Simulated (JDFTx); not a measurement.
**Dy under changes of volume**

One of the cells (32.018 Å³/atom); the others are scaled copies at fixed shape and fractional positions:

```xyz
1
Lattice="-2.0004 2.0004 2.0004 2.0004 -2.0004 2.0004 2.0004 2.0004 -2.0004" Properties=species:S:1:pos:R:3 pbc="T T T"
Dy    0.0000    0.0000    0.0000
```

This isn't the form of Dy at room conditions, which is hcp.

* Program: JDFTx 1.7.0 (patched build)
* Functional: PBE
* Potentials or basis: PseudoDojo-SR-PBE-0.4 3+ lanthanide files with smoothed tails
* Cutoff: 653 eV
* Density cutoff: 2612 eV
* k mesh: 9 × 9 × 9
* Occupations: fermi-dirac, width 0.05 eV
* Spin: no spin polarisation

| volume (Å³/atom) | energy over the lowest point (meV/atom) | pressure (GPa) |
| --- | --- | --- |
| 30.097 | ? | ? |
| 30.738 | 2.94 | 1.2 |
| 31.378 | 0.00 | 0.3 |
| 32.018 | 0.55 | -0.5 |
| 32.659 | 4.22 | -1.2 |
| 33.299 | 10.74 | -1.9 |
| 33.939 | 19.77 | -2.5 |

What does the run at 30.097 Å³/atom give?

Energy over the lowest point 9.70 meV/atom; pressure 2.2 GPa.

Worked out: A Birch-Murnaghan fit of order 3 (a polynomial in V^(-2/3)) to the other rows has its minimum at 31.59 Å³/atom with B0 = V·E''(V) = 42 GPa and B' = 4.2. It gives 9.77 meV/atom at 30.097 Å³/atom, against the run's 9.70, and -dE/dV = 2.2 GPa, against 2.2.

Energies are extrapolated to zero smearing.
